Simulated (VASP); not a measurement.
# Si (a cell with a defect) in VASP: notebook, part 2 of 2

VASP 6.6.1. Earlier steps stand in the parts before.

### Step 4. Single point, PBEsol

Contents of INCAR:

```
SYSTEM = Si
ALGO = Fast ; EDIFF = 1E-6
ENCUT = 520 ; GGA = PS
ISIF = 2 ; ISMEAR = 0
LASPH = .TRUE. ; LCHARG = .FALSE.
LREAL = Auto ; LWAVE = .FALSE.
NBANDS = 48 ; NELM = 80
PREC = Accurate ; SIGMA = 0.05
```

Contents of KPOINTS:

```
k-points
0
G
  2 2 2
  0 0 0
```

Contents of POSCAR:

```
Si
1.0
    0.0000000000      5.4300000000      5.4300000000
    5.4300000000      0.0000000000      5.4300000000
    5.4300000000      5.4300000000      0.0000000000
Si
17
Direct
    0.0184421869      0.0171652706     -0.0403152757
    0.1315996203      0.1306993201      0.1074285968
   -0.0257539338     -0.0270754379      0.4744290044
    0.1011884817      0.1001902691      0.6013816530
    0.0050534465      0.5020107550      0.0035926629
    0.1350089057      0.6232902512      0.1249167963
    0.0185664685      0.4584600598      0.5187894301
    0.1320503729      0.6060053128      0.6322462580
    0.5029345754      0.0041311733      0.0031340392
    0.6244947559      0.1335358448      0.1247101851
    0.4594898429      0.0171630425      0.5186574184
    0.6072474170      0.1307032404      0.6317959211
    0.5097529820      0.5082834146      0.0099637701
    0.6337727583      0.6328841300      0.1339466270
    0.5033979804      0.5020188021      0.5052287521
    0.6246975729      0.6232904983      0.6352193853
    0.8371688264      0.8360241331      0.3373671157
```

The run is started by

```console
> cat potpaw_PBE.64/Si/POTCAR > POTCAR
> mpirun -np 1 vasp_std > vasp.out
```

Wall time 4.2 min (1 thread of Intel Xeon 6975P-C (Granite Rapids), shared host); peak memory 0.46 GiB.

It converged, with:

```yaml
Free_energy: -93.6715 eV
Pressure: 2.4 GPa
Largest_force: 0.017 eV/Å
Band_gap_on_the_k_mesh: none (metal or under the smearing width)
```

Forces on the atoms (eV/Å):
```
Si   0.010  0.008 -0.003
Si   0.004  0.006  0.006
Si  -0.004 -0.006 -0.005
Si  -0.003 -0.009 -0.003
Si   0.006 -0.005 -0.002
Si  -0.016 -0.005 -0.003
Si   0.004  0.001  0.004
Si   0.002  0.000  0.003
Si  -0.004  0.009 -0.005
Si   0.001 -0.012  0.001
Si  -0.003  0.007  0.010
Si   0.005  0.006  0.004
Si   0.006  0.007  0.006
Si  -0.001  0.003 -0.001
Si  -0.001 -0.004  0.006
Si  -0.004 -0.005 -0.015
Si  -0.003 -0.002 -0.004
```

Stress tensor (GPa, compression positive):
```
 2.44 -0.45 -0.46
-0.45  2.43 -0.45
-0.46 -0.45  2.44
```

Levels at points of the mesh, in eV from the Fermi level:
| k point | band 30 | band 31 | band 32 | band 33 | band 34 | band 35 | band 36 | band 37 | band 38 | band 39 |
| --- | --- | --- | --- | --- | --- | --- | --- | --- | --- | --- |
| (0.00, 0.00, 0.00) | -1.39 | -1.11 | -0.66 | -0.66 | -0.44 | -0.08 | -0.08 | 0.23 | 0.23 | 0.79 |
| (0.50, 0.00, 0.00) | -1.39 | -1.32 | -1.29 | -0.82 | -0.16 | 0.19 | 0.68 | 0.90 | 1.02 | 1.31 |
| (0.00, 0.50, 0.00) | -1.39 | -1.32 | -1.29 | -0.82 | -0.16 | 0.19 | 0.68 | 0.90 | 1.02 | 1.31 |
| (0.00, 0.00, 0.50) | -1.39 | -1.32 | -1.29 | -0.82 | -0.16 | 0.19 | 0.68 | 0.90 | 1.02 | 1.31 |
| (0.50, 0.50, 0.50) | -1.31 | -1.31 | -1.24 | -1.24 | -0.27 | 0.35 | 0.35 | 1.17 | 1.17 | 1.21 |
| (0.50, 0.50, 0.00) | -1.89 | -1.83 | -1.65 | -0.76 | 0.01 | 0.39 | 1.28 | 1.46 | 1.57 | 1.90 |
| (0.00, 0.50, 0.50) | -1.89 | -1.83 | -1.65 | -0.76 | 0.01 | 0.39 | 1.28 | 1.46 | 1.57 | 1.90 |
| (0.50, 0.00, 0.50) | -1.89 | -1.83 | -1.65 | -0.76 | 0.01 | 0.39 | 1.28 | 1.46 | 1.57 | 1.90 |

Caveat: the k mesh is coarse (spacing up to 0.50 Å⁻¹), so the values aren't converged; the PAW data sets were made with another functional, which shifts forces and pressure a little.

### Step 5. Relaxation of the atoms, PBEsol

Contents of INCAR:

```
PREC = Accurate
ENCUT = 520
EDIFF = 1E-7
ISMEAR = 0
SIGMA = 0.05
LREAL = Auto
LASPH = T
NELM = 100
ALGO = Fast
ISIF = 2
LWAVE = F
LCHARG = F
GGA = PS
IBRION = 2
NSW = 80
EDIFFG = -0.03
```

Contents of KPOINTS:

```
Automatic mesh
0
Gamma
  2 2 2
```

Contents of POSCAR:

```
Si
1.0
    0.0000000000      5.4300000000      5.4300000000
    5.4300000000      0.0000000000      5.4300000000
    5.4300000000      5.4300000000      0.0000000000
Si
17
Direct
    0.0000000000      0.0000000000      0.0000000000
    0.1250000000      0.1250000000      0.1250000000
    0.0000000000      0.0000000000      0.5000000000
    0.1250000000      0.1250000000      0.6250000000
    0.0000000000      0.5000000000      0.0000000000
    0.1250000000      0.6250000000      0.1250000000
    0.0000000000      0.5000000000      0.5000000000
    0.1250000000      0.6250000000      0.6250000000
    0.5000000000      0.0000000000      0.0000000000
    0.6250000000      0.1250000000      0.1250000000
    0.5000000000      0.0000000000      0.5000000000
    0.6250000000      0.1250000000      0.6250000000
    0.5000000000      0.5000000000      0.0000000000
    0.6250000000      0.6250000000      0.1250000000
    0.5000000000      0.5000000000      0.5000000000
    0.6250000000      0.6250000000      0.6250000000
    0.8191122600      0.7987800800      0.3224923400
```

Potentials or basis: VASP PAW PBE potentials, release 64 (Si).

The run is started by

```console
> cat potpaw_PBE.64/Si/POTCAR > POTCAR
> mpirun -np 1 vasp_std > vasp.out
```

OUTCAR:

```text
PREC = Accurate
   ENCUT = 520
   EDIFF = 1E-7
   ISMEAR = 0
   LREAL = Auto
   LASPH = T
   NELM = 100
   ISIF = 2
   GGA = PS
   IBRION = 2
   NSW = 80
   EDIFFG = -0.03

 ion  position               nearest neighbor table
   1  0.000  0.000  0.000-  17 2.31   4 2.35   6 2.35  10 2.35   2 2.35
   2  0.125  0.125  0.125-   1 2.35   3 2.35   5 2.35   9 2.35
   3  0.000  0.000  0.500-   2 2.35   4 2.35   8 2.35  12 2.35
   4  0.125  0.125  0.625-   1 2.35   3 2.35   7 2.35  11 2.35
   5  0.000  0.500  0.000-   2 2.35   6 2.35   8 2.35  14 2.35
   6  0.125  0.625  0.125-  17 2.22   5 2.35   7 2.35  13 2.35   1 2.35
   7  0.000  0.500  0.500-  17 2.15   6 2.35   8 2.35  16 2.35   4 2.35
   8  0.125  0.625  0.625-   3 2.35   5 2.35   7 2.35  15 2.35
   9  0.500  0.000  0.000-   2 2.35  10 2.35  12 2.35  14 2.35
  10  0.625  0.125  0.125-  17 2.35   9 2.35  11 2.35  13 2.35   1 2.35
  11  0.500  0.000  0.500-  17 2.29  10 2.35  12 2.35  16 2.35   4 2.35
  12  0.625  0.125  0.625-   3 2.35   9 2.35  11 2.35  15 2.35
  13  0.500  0.500  0.000-   6 2.35  10 2.35  14 2.35  16 2.35
  14  0.625  0.625  0.125-   5 2.35   9 2.35  13 2.35  15 2.35
  15  0.500  0.500  0.500-   8 2.35  12 2.35  14 2.35  16 2.35
  16  0.625  0.625  0.625-  17 2.20  11 2.35  13 2.35  15 2.35   7 2.35
  17  0.819  0.799  0.322-   7 2.15  16 2.20   6 2.22  11 2.29   1 2.31  10 2.35

  LATTYP: Found a face centered cubic cell.
 ALAT       =    10.8600000000

  Lattice vectors:

 A1 = (   0.0000000000,   5.4300000000,   5.4300000000)
 A2 = (   5.4300000000,   0.0000000000,   5.4300000000)
 A3 = (   5.4300000000,   5.4300000000,   0.0000000000)

Analysis of symmetry for initial positions (statically):
=====================================================================
 Subroutine PRICEL returns:
 Original cell was already a primitive cell.

 Routine SETGRP: Setting up the symmetry group for a
 face centered cubic supercell.

 Subroutine GETGRP returns: Found  1 space group operations
 (whereof  1 operations were pure point group operations)
 out of a pool of 48 trial point group operations.

The static configuration has the point symmetry C_1 .

Analysis of symmetry for dynamics (positions and initial velocities):
=====================================================================
 Subroutine PRICEL returns:
 Original cell was already a primitive cell.

 Routine SETGRP: Setting up the symmetry group for a
 face centered cubic supercell.

 Subroutine GETGRP returns: Found  1 space group operations
 (whereof  1 operations were pure point group operations)
 out of a pool of 48 trial point group operations.

The dynamic configuration has the point symmetry C_1 .

 Subroutine INISYM returns: Found  1 space group operations
 (whereof  1 operations are pure point group operations),
 and found     1 'primitive' translations

----------------------------------------------------------------------------------------

                                     Primitive cell

  volume of cell :     320.2060

  direct lattice vectors                    reciprocal lattice vectors
     0.000000000  5.430000000  5.430000000    -0.092081031  0.092081031  0.092081031
     5.430000000  0.000000000  5.430000000     0.092081031 -0.092081031  0.092081031
     5.430000000  5.430000000  0.000000000     0.092081031  0.092081031 -0.092081031

  length of vectors
[... 75 lines left out ...]
  0.000000  0.500000  0.500000      1.000000
  0.500000  0.000000  0.500000      1.000000
   k-points           NKPTS =      8   k-points in BZ     NKDIM =      8   number of bands    NBANDS=     43
   number of dos      NEDOS =    301   number of ions     NIONS =     17
   total plane-waves  NPLWV = 216000
   dimension x,y,z NGX =    60 NGY =   60 NGZ =   60
   dimension x,y,z NGXF=   120 NGYF=  120 NGZF=  120
   ions per type =              17
   NGX,Y,Z   is equivalent  to a cutoff of  12.99, 12.99, 12.99 a.u.
   NGXF,Y,Z  is equivalent  to a cutoff of  25.98, 25.98, 25.98 a.u.
 SYSTEM =  unknown system
   PREC   = accura    normal or accurate (medium, high low for compatibility)
   ISTART =      0    job   : 0-new  1-cont  2-samecut
   ICHARG =      2    charge: 1-file 2-atom 10-const
   ISPIN  =      1    spin polarized calculation?
   LNONCOLLINEAR =      F non collinear calculations
   LSORBIT =      F    spin-orbit coupling
   LASPH  =      T    aspherical Exc in radial PAW
   ENCUT  =  520.0 eV  38.22 Ry    6.18 a.u.  14.28 14.28 14.28*2*pi/ulx,y,z
   NELM   =    100;   NELMIN=  2; NELMDL= -5     # of ELM steps
   EDIFF  = 0.1E-06   stopping-criterion for ELM
   LREAL  =      T    real-space projection
   EDIFFG = -.3E-01   stopping-criterion for IOM
   NSW    =     80    number of steps for IOM
   IBRION =      2    ionic relax: 0-MD 1-quasi-New 2-CG
   NFREE  =      1    steps in history (QN), initial steepest desc. (CG)
   ISIF   =      2    stress and relaxation
   ISYM   =      2    0-nonsym 1-usesym 2-fastsym
   POTIM  = 0.5000    time-step for ionic-motion
   TEBEG  =    0.0;   TEEND  =   0.0 temperature during run
   PSTRESS=    0.0 pullay stress
   NELECT =      68.0000    total number of electrons
   NUPDOWN=      -1.0000    fix difference up-down
   EMIN   =  10.00;   EMAX   =-10.00  energy-range for DOS
   EFERMI =   0.00;   METHOD = LEGACY
   ISMEAR =     0;   SIGMA  =   0.05  broadening in eV -4-tet -1-fermi 0-gaus
   EFERMI_NEDOS =   21; number of points for ismear=-14 and -15
   IALGO  =     68    algorithm
   IMIX   =      4    mixing-type and parameters
     AMIX     =   0.40;   BMIX     =  1.00
     AMIX_MAG =   1.60;   BMIX_MAG =  1.00
  volume/ion in A,a.u.               =      18.84       127.11
  Fermi-wavevector in a.u.,A,eV,Ry     =   0.976715  1.845724 12.979587  0.953973
  Thomas-Fermi vector in A             =   2.107356
   LORBIT       =      0    0 simple, 1 ext, 2 COOP (PROOUT), +10 PAW based schemes
   GGA     = PS    functional components
   LHFCALC =     F    Hartree Fock is set to
   AEXX    =    0.0000 exact exchange contribution
   IVDW    =     0    specifies the selected vdW correction
   LEPSILON=     F    determine dielectric tensor
   LRPA    =     F    only Hartree local field effects (RPA)
 conjugate gradient relaxation of ions
 non-spin polarized calculation
 RMM-DIIS sequential band-by-band and
 Gauss-broadening in eV      SIGMA  =   0.05
  energy-cutoff  :      520.00
  volume of cell :      320.21
 maximum number of plane-waves:      8646
 NGX is ok and might be reduce to    60
   NGX = 29   NGY = 29   NGZ = 29

--------------------------------------- Ionic step        1  -------------------------------------------

 number of electron      68.0000004 magnetization

 Free energy of the ion-electron system (eV)
  ---------------------------------------------------
  ext. energy  EPLUGINS =         0.00000000
  ---------------------------------------------------
  free energy    TOTEN  =       -92.54029300 eV

  energy without entropy =      -92.52849172  energy(sigma->0) =      -92.53439236

------------------------ aborting loop because EDIFF is reached ----------------------------------------

  FORCE on cell =-STRESS in cart. coord.  units (eV):
  Direction    XX          YY          ZZ          XY          YZ          ZX
  --------------------------------------------------------------------------------------
  -------------------------------------------------------------------------------------
  Total       11.5742165     11.8171896     11.6637520     -4.3695493     -4.3517244     -4.3835288
  in kB       57.9125515     59.1282874     58.3605500    -21.8634020    -21.7742139    -21.9333498
  external PRESSURE =      58.4671296 kB  Pullay stress =       0.0000000 kB
[... 134 lines left out ...]
  FREE ENERGIE OF THE ION-ELECTRON SYSTEM (eV)
  ---------------------------------------------------
  free  energy   TOTEN  =       -93.2851602580 eV

  energy  without entropy=      -93.2781260978  energy(sigma->0) =      -93.28164318

[... ionic steps 4 to 17 ...]

--------------------------------------- Ionic step       18  -------------------------------------------

 number of electron      68.0000000 magnetization

------------------------ aborting loop because EDIFF is reached ----------------------------------------
[... 97 lines left out ...]
--------------------------------------- Ionic step       20  -------------------------------------------

 number of electron      68.0000000 magnetization

 Free energy of the ion-electron system (eV)
  ---------------------------------------------------
  ext. energy  EPLUGINS =         0.00000000
  ---------------------------------------------------
  free energy    TOTEN  =       -93.62774877 eV

  energy without entropy =      -93.62008154  energy(sigma->0) =      -93.62391515

 E-fermi :   6.5873     XC(G=0):  -9.8226

 val. band max:        6.5724618387   @ k =   0.5000   0.5000   0.5000
 cond. band min:       6.6185721975   @ k =   0.0000   0.0000   0.0000
 fundamental gap:      0.0461103588
 Fermi energy:         6.5872953519

 k-point     1 :       0.0000    0.0000    0.0000
  band No.  band energies     occupation
      1      -6.2799      2.00000
      2      -3.9348      2.00000
      3      -3.6859      2.00000
      4      -3.6822      2.00000
      5      -3.4250      2.00000
      6      -2.5802      2.00000
[... 401 lines left out ...]
  FREE ENERGIE OF THE ION-ELECTRON SYSTEM (eV)
  ---------------------------------------------------
  free  energy   TOTEN  =       -93.6277487683 eV

  energy  without entropy=      -93.6200815381  energy(sigma->0) =      -93.62391515

 reached required accuracy - stopping structural energy minimisation
```

Wall time 39 min (1 thread of Intel Xeon 6975P-C (Granite Rapids), shared host); peak memory 0.53 GiB.

Results:

| Quantity | Value |
| --- | --- |
| Free energy | -93.6277 eV |
| Energy gained by relaxing | 64.0 meV/atom |
| Ionic steps | 20 |
| Pressure after relaxing | 2.8 GPa |
| Largest force after relaxing | 0.028 eV/Å |
| Band gap on the k mesh | 0.05 eV, indirect (least direct gap 0.41 eV) |

Forces on the atoms (eV/Å):
```
Si  -0.006 -0.021 -0.014
Si  -0.002 -0.003 -0.004
Si  -0.003 -0.013  0.000
Si  -0.009 -0.021 -0.009
Si   0.003  0.008  0.013
Si   0.000  0.014  0.008
Si  -0.008  0.002 -0.011
Si  -0.019  0.001 -0.018
Si   0.001  0.008  0.000
Si   0.014  0.017  0.018
Si  -0.011 -0.019 -0.007
Si  -0.003 -0.005 -0.003
Si   0.012  0.008  0.014
Si   0.004 -0.006  0.007
Si   0.015  0.010  0.002
Si   0.006  0.017 -0.002
Si   0.006  0.005  0.007
```

Step by step:
```tsv
step	energy change (eV)	largest force (eV/Å)	pressure (GPa)
1	0.0000	3.3071	5.85
2	-0.7253	1.2095	4.49
3	-0.7449	0.8563	4.53
4	-0.8579	0.4418	4.29
5	-0.8585	0.4449	4.28
6	-0.8947	0.3218	4.20
7	-0.9066	0.2719	4.14
8	-0.9360	0.2002	4.07
9	-0.9883	0.4112	3.83
10	-0.9952	0.5462	3.72
11	-1.0107	0.5052	3.65
12	-1.0468	0.3788	3.43
13	-1.0745	0.2390	2.98
14	-1.0814	0.1133	2.91
15	-1.0835	0.1067	2.85
16	-1.0846	0.0809	2.84
17	-1.0858	0.0877	2.83
18	-1.0867	0.0489	2.82
19	-1.0871	0.0366	2.81
20	-1.0875	0.0282	2.79
```

Final structure:
```cif
data_structure
_symmetry_space_group_name_H-M 'P 1'
_symmetry_Int_Tables_number 1
_cell_length_a 7.6792
_cell_length_b 7.6792
_cell_length_c 7.6792
_cell_angle_alpha 60.000
_cell_angle_beta 60.000
_cell_angle_gamma 60.000
_cell_volume 320.21
loop_
_atom_site_label
_atom_site_type_symbol
_atom_site_fract_x
_atom_site_fract_y
_atom_site_fract_z
_atom_site_occupancy
Si1 Si 0.01075 0.00900 0.97385 1
Si2 Si 0.12758 0.12639 0.11146 1
Si3 Si 0.97991 0.97860 0.48014 1
Si4 Si 0.10627 0.10496 0.60649 1
Si5 Si 0.01372 0.49760 0.99902 1
Si6 Si 0.15053 0.61521 0.11642 1
Si7 Si 0.01031 0.47260 0.51042 1
Si8 Si 0.12752 0.61016 0.62773 1
Si9 Si 0.49878 0.01271 0.99895 1
Si10 Si 0.61629 0.14918 0.11661 1
Si11 Si 0.47362 0.00908 0.51091 1
Si12 Si 0.61128 0.12641 0.62775 1
Si13 Si 0.51871 0.51729 0.01891 1
Si14 Si 0.64469 0.64352 0.14492 1
Si15 Si 0.49881 0.49764 0.51391 1
Si16 Si 0.61619 0.61534 0.65068 1
Si17 Si 0.81413 0.81310 0.31432 1
```

Levels at points of the mesh, in eV from the valence-band top:
| k point | band 32 | band 33 | band 34 | band 35 | band 36 | band 37 |
| --- | --- | --- | --- | --- | --- | --- |
| (0.00, 0.00, 0.00) | -0.55 | -0.55 | -0.36 | 0.05 | 0.05 | 0.33 |
| (0.50, 0.00, 0.00) | -1.21 | -0.75 | -0.22 | 0.36 | 0.70 | 1.00 |
| (0.00, 0.50, 0.00) | -1.21 | -0.75 | -0.22 | 0.37 | 0.70 | 1.01 |
| (0.00, 0.00, 0.50) | -1.21 | -0.75 | -0.22 | 0.36 | 0.70 | 1.00 |
| (0.50, 0.50, 0.50) | -1.12 | -1.12 | 0.00 | 0.49 | 0.50 | 1.28 |
| (0.50, 0.50, 0.00) | -1.57 | -0.32 | -0.18 | 0.60 | 1.52 | 1.56 |
| (0.00, 0.50, 0.50) | -1.56 | -0.32 | -0.18 | 0.60 | 1.52 | 1.56 |
| (0.50, 0.00, 0.50) | -1.57 | -0.32 | -0.18 | 0.60 | 1.52 | 1.56 |

Caveat: the k mesh is coarse (spacing up to 0.50 Å⁻¹), so the values aren't converged; the PAW data sets were made with another functional, which shifts forces and pressure a little. As with any semilocal functional, this PBEsol gap is likely too small.
